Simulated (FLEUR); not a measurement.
# Hf (P6_3/mmc) in FLEUR: further runs

Runs on Hf. Level: RPBE. Tasks: band structure, equation of state.

Program: FLEUR MaX-R8.1 (later development tree). These are calculated values, not measurements. Logs are shortened: lines on timing, memory, paths and dates and some standing lists are left out, and cuts for length are marked.

### 1 Starting point

The structure is hexagonal, space group P6_3/mmc (No. 194). The conventional cell has a = 3.197 Å, b = 3.197 Å, c = 5.058 Å, α = 90.00°, β = 90.00°, γ = 120.00°. Around Hf (site symmetry -6m2) lie 12 Hf at 3.13 to 3.20 Å.

### 2 Band structure, RPBE

Input file inp.xml:

```xml
<?xml version="1.0" encoding="UTF-8" standalone="no"?>
<fleurInput fleurInputVersion="0.39">
   <comment>
      Hf                                                                                                  
   </comment>
   <calculationSetup>
      <cutoffs Kmax="4.1" Gmax="12.7" GmaxXC="12.7" numbands="0"/>
      <scfLoop itmax="60" minDistance="0.00001" maxIterBroyd="15" imix="Anderson" alpha="0.05" precondParam="0.0" spinf="2.0" sdNocoIR="T"/>
      <coreElectrons ctail="T" frcor="F" kcrel="0" coretail_lmax="0"/>
      <xcFunctional name="Rpbe" relativisticCorrections="F"/>
      <magnetism jspins="1"/>
      <soc l_soc="F" theta="0.0" phi="0.0" spav="F"/>
      <expertModes spex="0" secvar="F"/>
      <geometryOptimization l_f="F" forcealpha="1.0" forcemix="BFGS" epsdisp="0.00001" epsforce="0.00001"/>
      <ldaU l_linMix="F" mixParam="0.05" spinf="1.0"/>
   </calculationSetup>
   <cell>
      <bzIntegration valenceElectrons="52.0" mode="hist" fermiSmearingEnergy="0.00183747">
         <kPointListSelection listName="default-1"/>
         <!-- k-points included here -->
         <xi:include xmlns:xi="http://www.w3.org/2001/XInclude" href="kpts.xml"> </xi:include>
      </bzIntegration>
      <!-- symmetry operations included here -->
      <xi:include xmlns:xi="http://www.w3.org/2001/XInclude" href="sym.xml"> </xi:include>
      <bulkLattice scale="1.0">
         <bravaisMatrix>
            <row-1>    6.0408875025088191     0.0000000000000000     0.0000000000000000</row-1>
            <row-2>   -3.0204437512544096     5.2315620386186819     0.0000000000000000</row-2>
            <row-3>    0.0000000000000000     0.0000000000000000     9.5578567930018803</row-3>
         </bravaisMatrix>
      </bulkLattice>
   </cell>
   <atomSpecies>
      <species name="Hafnium (Hf)" element="Hf" atomicNumber="72">
         <mtSphere radius="2.66" gridPoints="879" logIncrement="0.015"/>
         <atomicCutoffs lmax="11" lnonsphr="8"/>
         <electronConfig flipSpins="F">
            <coreConfig>(1s1/2) (2s1/2) (2p1/2) (2p3/2) (3s1/2) (3p1/2) (3p3/2) (4s1/2) (3d3/2) (3d5/2) (4p1/2) (4p3/2) (4d3/2) (4d5/2)</coreConfig>
            <valenceConfig>(5s1/2) (5p1/2) (5p3/2) (6s1/2) (4f5/2) (4f7/2) (5d3/2) (5d5/2)</valenceConfig>
            <stateOccupation state="(5d3/2)" spinUp="0.400000" spinDown="0.400000"/>
            <stateOccupation state="(5d5/2)" spinUp="0.600000" spinDown="0.600000"/>
         </electronConfig>
         <energyParameters s="6" p="6" d="5" f="4"/>
         <lo type="SCLO" l="0" n="5" eDeriv="0"/>
         <lo type="SCLO" l="1" n="5" eDeriv="0"/>
         <lo type="SCLO" l="2" n="5" eDeriv="2"/>
         <lo type="SCLO" l="3" n="4" eDeriv="2"/>
      </species>
   </atomSpecies>
   <atomGroups>
      <atomGroup species="Hafnium (Hf)">
         <relPos label="                   1">-1.000/3.000 1.000/3.000 -1.000/4.000</relPos>
         <relPos label="                   2">1.000/3.000 -1.000/3.000 1.000/4.000</relPos>
         <force calculate="T" relaxXYZ="TTT"/>
      </atomGroup>
   </atomGroups>
   <output dos="F" band="F" slice="F">
      <checks vchk="F" cdinf="F"/>
      <bandDOS minEnergy="-.5*Htr" maxEnergy="0.5*Htr" sigma="0.015" storeEVData="T"/>
      <vacuumDOS vacdos="F" integ="F" star="F" nstars="0" locx1="0.0" locy1="0.0" locx2="0.0" locy2="0.0" nstm="0" tworkf="0.0"/>
      <unfoldingBand unfoldBand="F" supercellX="1" supercellY="1" supercellZ="1"/>
      <plotting iplot="0" polar="F">
         <plot TwoD="T" vec1="  1.0  0.0  0.0" vec2="  0.0  1.0  0.0" vec3="  0.0  0.0  1.0" zero="  0.0  0.0  0.0" file="plot"/>
      </plotting>
      <chargeDensitySlicing numkpt="0" minEigenval="0.0" maxEigenval="0.0" nnne="0" pallst="F"/>
      <specialOutput eonly="F"/>
      <moessbauerParams electricFieldGradient="T" isomerShift="T" coreHyperfine="T" valenceHyperfine="T"/>
      <magneticCircularDichroism mcd="F" energyLo="-10.0" energyUp="0.0"/>
   </output>
  <!-- We include the file relax.xml here to enable relaxations (see documentation) -->
  <xi:include xmlns:xi="http://www.w3.org/2001/XInclude" href="relax.xml"> <xi:fallback/> </xi:include>
</fleurInput>
```

Input file crystal.txt:

```
Hf
&input cartesian=F /
3.1967000000  0.0000000000  0.0000000000
-1.5983500000  2.7684234083  0.0000000000
0.0000000000  0.0000000000  5.0578000000
1.8897261246
1.0 1.0 1.0

2
72 0.6666666667  0.3333333333  0.7500000000
72 0.3333333333  0.6666666667  0.2500000000

&kpt div1=10 div2=10 div3=5 gamma=T /
```

Input file inp.xml (bands):

```
<?xml version="1.0" encoding="UTF-8" standalone="no"?>
<fleurInput fleurInputVersion="0.39">
   <comment>
      Hf                                                                                                  
   </comment>
   <calculationSetup>
      <cutoffs Kmax="4.1" Gmax="12.7" GmaxXC="12.7" numbands="0"/>
      <scfLoop itmax="60" minDistance="0.00001" maxIterBroyd="15" imix="Anderson" alpha="0.05" precondParam="0.0" spinf="2.0" sdNocoIR="T"/>
      <coreElectrons ctail="T" frcor="F" kcrel="0" coretail_lmax="0"/>
      <xcFunctional name="Rpbe" relativisticCorrections="F"/>
      <magnetism jspins="1"/>
      <soc l_soc="F" theta="0.0" phi="0.0" spav="F"/>
      <expertModes spex="0" secvar="F"/>
      <geometryOptimization l_f="F" forcealpha="1.0" forcemix="BFGS" epsdisp="0.00001" epsforce="0.00001"/>
      <ldaU l_linMix="F" mixParam="0.05" spinf="1.0"/>
   </calculationSetup>
   <cell>
      <bzIntegration valenceElectrons="52.0" mode="hist" fermiSmearingEnergy="0.00183747">
         <kPointListSelection listName="path-1"/>
         <!-- k-points included here -->
         <xi:include xmlns:xi="http://www.w3.org/2001/XInclude" href="kpts.xml"> </xi:include>
      </bzIntegration>
      <!-- symmetry operations included here -->
      <xi:include xmlns:xi="http://www.w3.org/2001/XInclude" href="sym.xml"> </xi:include>
      <bulkLattice scale="1.0">
         <bravaisMatrix>
            <row-1>    6.0408875025088191     0.0000000000000000     0.0000000000000000</row-1>
            <row-2>   -3.0204437512544096     5.2315620386186819     0.0000000000000000</row-2>
            <row-3>    0.0000000000000000     0.0000000000000000     9.5578567930018803</row-3>
         </bravaisMatrix>
      </bulkLattice>
   </cell>
   <atomSpecies>
      <species name="Hafnium (Hf)" element="Hf" atomicNumber="72">
         <mtSphere radius="2.66" gridPoints="879" logIncrement="0.015"/>
         <atomicCutoffs lmax="11" lnonsphr="8"/>
         <electronConfig flipSpins="F">
            <coreConfig>(1s1/2) (2s1/2) (2p1/2) (2p3/2) (3s1/2) (3p1/2) (3p3/2) (4s1/2) (3d3/2) (3d5/2) (4p1/2) (4p3/2) (4d3/2) (4d5/2)</coreConfig>
            <valenceConfig>(5s1/2) (5p1/2) (5p3/2) (6s1/2) (4f5/2) (4f7/2) (5d3/2) (5d5/2)</valenceConfig>
            <stateOccupation state="(5d3/2)" spinUp="0.400000" spinDown="0.400000"/>
            <stateOccupation state="(5d5/2)" spinUp="0.600000" spinDown="0.600000"/>
         </electronConfig>
         <energyParameters s="6" p="6" d="5" f="4"/>
         <lo type="SCLO" l="0" n="5" eDeriv="0"/>
         <lo type="SCLO" l="1" n="5" eDeriv="0"/>
         <lo type="SCLO" l="2" n="5" eDeriv="2"/>
         <lo type="SCLO" l="3" n="4" eDeriv="2"/>
      </species>
   </atomSpecies>
   <atomGroups>
      <atomGroup species="Hafnium (Hf)">
         <relPos label="                   1">-1.000/3.000 1.000/3.000 -1.000/4.000</relPos>
         <relPos label="                   2">1.000/3.000 -1.000/3.000 1.000/4.000</relPos>
         <force calculate="T" relaxXYZ="TTT"/>
      </atomGroup>
   </atomGroups>
   <output dos="F" band="T" slice="F">
      <checks vchk="F" cdinf="F"/>
      <bandDOS minEnergy="-.5*Htr" maxEnergy="0.5*Htr" sigma="0.015" storeEVData="T"/>
      <vacuumDOS vacdos="F" integ="F" star="F" nstars="0" locx1="0.0" locy1="0.0" locx2="0.0" locy2="0.0" nstm="0" tworkf="0.0"/>
      <unfoldingBand unfoldBand="F" supercellX="1" supercellY="1" supercellZ="1"/>
      <plotting iplot="0" polar="F">
         <plot TwoD="T" vec1="  1.0  0.0  0.0" vec2="  0.0  1.0  0.0" vec3="  0.0  0.0  1.0" zero="  0.0  0.0  0.0" file="plot"/>
      </plotting>
      <chargeDensitySlicing numkpt="0" minEigenval="0.0" maxEigenval="0.0" nnne="0" pallst="F"/>
      <specialOutput eonly="F"/>
      <moessbauerParams electricFieldGradient="T" isomerShift="T" coreHyperfine="T" valenceHyperfine="T"/>
      <magneticCircularDichroism mcd="F" energyLo="-10.0" energyUp="0.0"/>
   </output>
  <!-- We include the file relax.xml here to enable relaxations (see documentation) -->
  <xi:include xmlns:xi="http://www.w3.org/2001/XInclude" href="relax.xml"> <xi:fallback/> </xi:include>
</fleurInput>
```

Potentials or basis: all-electron, FLAPW.

Started as:

```
inpgen -f crystal.txt -profile fastHighL
# inp.xml edited to the form shown
fleur_MPI
fleur_MPI   # second run, on inp.xml (bands)
```

What it wrote:

```text
Welcome to FLEUR        (www.flapw.de)
      MaX-Release 8.1          (www.max-centre.eu)

 ========== k-point set info ==========
 Selected k-point list: default-1
 k-point list type: mesh
 10 x 10 x 5
 Number of k points: 42

 ------------Calculation Setup---------------------------
 Number of MPI-tasks      :            1
 Number of PE/node        :            1
 Number of OMP-threads    :            1
 Most efficient MPI parallelization for:
           1           2           3           6           7          14          21          42
 Additional eigenvalue parallelization possible
 Number of basis functions:          420
 Approximate size of matrices (H+S) per k-point:         0.003 GB
 --------------------------------------------------------
 Iteration:     1   Distance:       9.12784238 me/bohr^3
 Iteration:     2   Distance:       8.20091485 me/bohr^3
 Iteration:     3   Distance:       4.64027563 me/bohr^3
 Iteration:     4   Distance:       1.13672357 me/bohr^3
 Iteration:     5   Distance:       0.95612279 me/bohr^3
 Iteration:     6   Distance:       0.25148982 me/bohr^3
 Iteration:     7   Distance:       0.10176873 me/bohr^3
 Iteration:     8   Distance:       0.02172350 me/bohr^3
 Iteration:     9   Distance:       0.00305323 me/bohr^3
 Iteration:    10   Distance:       0.00465957 me/bohr^3
 Iteration:    11   Distance:       0.00044272 me/bohr^3
 Iteration:    12   Distance:       0.00077105 me/bohr^3
 Iteration:    13   Distance:       0.00004216 me/bohr^3
 Iteration:    14   Distance:       0.00001901 me/bohr^3
 Iteration:    15   Distance:       0.00000346 me/bohr^3

 ********************************************************************
 Run finished successfully
 Stop message:
   all done
 ********************************************************************
```

output (bands):

```text
Welcome to FLEUR        (www.flapw.de)
      MaX-Release 8.1          (www.max-centre.eu)

 ========== k-point set info ==========
 Selected k-point list: path-1
 k-point list type: path
 Number of k points: 60

 ------------Calculation Setup---------------------------
 Number of MPI-tasks      :            1
 Number of PE/node        :            1
 Number of OMP-threads    :            1
 Most efficient MPI parallelization for:
           1           2           3           4           5           6          10          12          15          20          30          60
 Additional eigenvalue parallelization possible
 Number of basis functions:          424
 Approximate size of matrices (H+S) per k-point:         0.003 GB
 --------------------------------------------------------
 Fermi energy correction for metals:
 Fermi energy in bands.* files may not be consistent with last density.
 Please correct it manually (e.g. in band.gnu file).

 Note: Band structure data (together with different weights) is also stored in the banddos.hdf file.
       A convenient way of extracting and plotting the data from that file is by making use of the

 ********************************************************************
 Run finished successfully
 Stop message:
   Charge density postprocessing done.
 ********************************************************************
```

out.xml (last iteration):

```text
<iteration numberForCurrentRun="   15" overallNumber="   15">
         <energyParameters units="Htr">
            <atomicEP atomType="1" spin="1" branch="6s" branchLowest="-1.83" branchHighest="1.88" value="0.2864081750"/>
            <atomicEP atomType="1" spin="1" branch="6p" branchLowest="-0.63" branchHighest="2.71" value="0.4181050694"/>
            <atomicEP atomType="1" spin="1" branch="5d" branchLowest="-6.97" branchHighest="0.91" value="0.4359095070"/>
            <atomicEP atomType="1" spin="1" branch="4f" branchLowest="-9.99" branchHighest="0.00" value="0.0210266089"/>
            <loAtomicEP atomType="1" spin="1" branch="5s" branchLowest="-18.21" branchHighest="-1.83" value="-1.8464610595"/>
            <loAtomicEP atomType="1" spin="1" branch="5p" branchLowest="-13.30" branchHighest="-0.63" value="-0.7122938154"/>
            <loAtomicEP atomType="1" spin="1" branch="5d" branchLowest="-6.97" branchHighest="0.91" value="0.4328148894"/>
            <loAtomicEP atomType="1" spin="1" branch="4f" branchLowest="-9.99" branchHighest="0.00" value="-0.0003161952"/>
         </energyParameters>
         <eigenvalues>
            <eigenvaluesAt spin="1" ikpt="1" k_x="0.00000000" k_y="0.00000000" k_z="0.00000000">
                      -1.8487296871       -1.8461268881       -0.7132348630       -0.6858004969       -0.6858004969
                      -0.6813446668       -0.6811080545       -0.6811080545       -0.0081069439       -0.0067180375
                      -0.0067180375       -0.0067142173       -0.0066999715       -0.0066999715       -0.0064596952
                      -0.0062389740       -0.0062389740       -0.0060696098       -0.0053226288       -0.0053226288
                      -0.0036909275       -0.0035587306        0.1524251871        0.2890265713        0.4436711499
                       0.4721379707        0.4721379707        0.4825608182        0.5029843626        0.5029843626
                       0.5273706072        0.5273706072        0.6267692657        0.6267692657        0.7555784617
                       0.8262582086        0.9007256293        0.9560323819        1.0694892530        1.0694892530
            </eigenvaluesAt>
            <eigenvaluesAt spin="1" ikpt="2" k_x="0.00000000" k_y="0.00000000" k_z="0.20000000">
                      -1.8484827272       -1.8463770204       -0.7103742023       -0.6853561663       -0.6853561663
                      -0.6845941012       -0.6815599367       -0.6815599367       -0.0080507030       -0.0072168576
                      -0.0072168576       -0.0068141499       -0.0066220162       -0.0066220162       -0.0065717588
                      -0.0060174549       -0.0060174549       -0.0059566491       -0.0051083793       -0.0051083793
[... 56 lines left out ...]
         <moessbauerParams unitsHFF="kG" unitsIS="e/bohr^3" unitsEFG="Htr/bohr^2">
            <coreIsomerShift atomType="1" isTotal="1283777.38654">
               <shell n="1" l="0" isomerShift="1078643.66966"/>
               <shell n="2" l="0" isomerShift="151712.87096"/>
               <shell n="2" l="1" isomerShift="8637.84307"/>
               <shell n="3" l="0" isomerShift="33845.60971"/>
               <shell n="3" l="1" isomerShift="2148.84908"/>
               <shell n="4" l="0" isomerShift="8276.37948"/>
               <shell n="3" l="2" isomerShift="0.00081"/>
               <shell n="4" l="1" isomerShift="512.16358"/>
               <shell n="4" l="2" isomerShift="0.00020"/>
            </coreIsomerShift>
            <isomerShift atomType="1" nucleusRadius="0.0001330" averageDensity="1285220.84768"/>
            <electricFieldGradient atomType="1" VXX="-0.48503" VYY="-0.48503" VZZ="0.97006" asymParam="0.00000">
            </electricFieldGradient>
         </moessbauerParams>
         <totalEnergy                                    value="   -30196.5848141827" units="Htr">
            <sumOfEigenvalues                            value="   -18450.7277480749">
               <coreElectrons value="-18437.5978319175"/>
               <valenceElectrons value="-13.1299161574"/>
            </sumOfEigenvalues>
            <densityCoulombPotentialIntegral value="-51429.1321529471"/>
            <densityEffectivePotentialIntegral value="-52236.1958102921"/>
            <chargeDenXCDenIntegral value="-620.7889207866"/>
            <FockExchangeEnergyValence value="0.0000000000"/>
            <FockExchangeEnergyCore value="0.0000000000"/>
            <atomTypeDependentContributions atomType="1">
               <electronNucleiInteractionDifferentMTs value="37568.5233389867"/>
               <MadelungTerm value="-78.1745401530"/>
            </atomTypeDependentContributions>
            <tkbTimesEntropy value="0.0004377294"/>
            <freeEnergy value="-30196.5852519121"/>
            <extrapolationTo0K value="-30196.5850330474"/>
         </totalEnergy>
         <densityConvergence units="me/bohr^3">
            <chargeDensity spin="1" distance="0.0000034557"/>
         </densityConvergence>
      </iteration>
```

Wall time 36 s (1 thread of Arm Neoverse V2, shared host); peak memory 0.08 GiB.

Results:

- Free energy: -821690.9446 eV
- Band gap along the path: none (metal or under the smearing width)
- Valence electrons inside the program's atomic spheres: Hf 24.03 (radii Hf 2.66 bohr)

Levels at the corners of the path, in eV from the Fermi level:
```tsv
point	band 22	band 23	band 24	band 25	band 26	band 27	band 28	band 29	band 30	band 31
Γ	-11.69	-7.44	-3.73	0.48	1.26	1.26	1.54	2.10	2.10	2.76
M	-11.71	-3.38	-2.75	-2.24	-0.91	0.87	0.88	1.72	6.03	6.54
K	-11.71	-2.12	-1.85	-1.85	-1.50	0.40	0.40	2.11	5.31	5.31
Γ	-11.69	-7.44	-3.73	0.48	1.26	1.26	1.54	2.10	2.10	2.76
A	-11.69	-5.47	-5.47	0.16	0.16	1.15	1.15	1.15	1.15	4.93
L	-11.72	-3.42	-3.42	-0.98	-0.98	1.08	1.08	2.74	2.74	6.19
H	-11.71	-1.73	-1.73	-1.50	-1.50	-0.27	-0.27	2.63	2.63	5.17
A	-11.69	-5.47	-5.47	0.16	0.16	1.15	1.15	1.15	1.15	4.93
L	-11.72	-3.42	-3.42	-0.98	-0.98	1.08	1.08	2.74	2.74	6.19
M	-11.71	-3.38	-2.75	-2.24	-0.91	0.87	0.88	1.72	6.03	6.54
K	-11.71	-2.12	-1.85	-1.85	-1.50	0.40	0.40	2.11	5.31	5.31
H	-11.71	-1.73	-1.73	-1.50	-1.50	-0.27	-0.27	2.63	2.63	5.17
```

Core levels (eV from the Fermi level):
| atom | levels |
| --- | --- |
| 1 Hf | 1s1/2 -65198.0, 2s1/2 -11138.6, 2p1/2 -10634.8, 2p3/2 -9443.2, 3s1/2 -2534.1, 3p1/2 -2311.4, 3p3/2 -2055.9, 4s1/2 -507.0, 3d3/2 -1680.4, 3d5/2 -1624.7, 4p1/2 -415.8, 4p3/2 -357.4, 4d3/2 -207.8, 4d5/2 -197.1 |
| 2 Hf | 1s1/2 -65198.0, 2s1/2 -11138.6, 2p1/2 -10634.8, 2p3/2 -9443.2, 3s1/2 -2534.1, 3p1/2 -2311.4, 3p3/2 -2055.9, 4s1/2 -507.0, 3d3/2 -1680.4, 3d5/2 -1624.7, 4p1/2 -415.8, 4p3/2 -357.4, 4d3/2 -207.8, 4d5/2 -197.1 |

Caveat: spin-orbit coupling is left out, which moves the levels of the heavy elements.

(Part 1 of 2 ends here.)
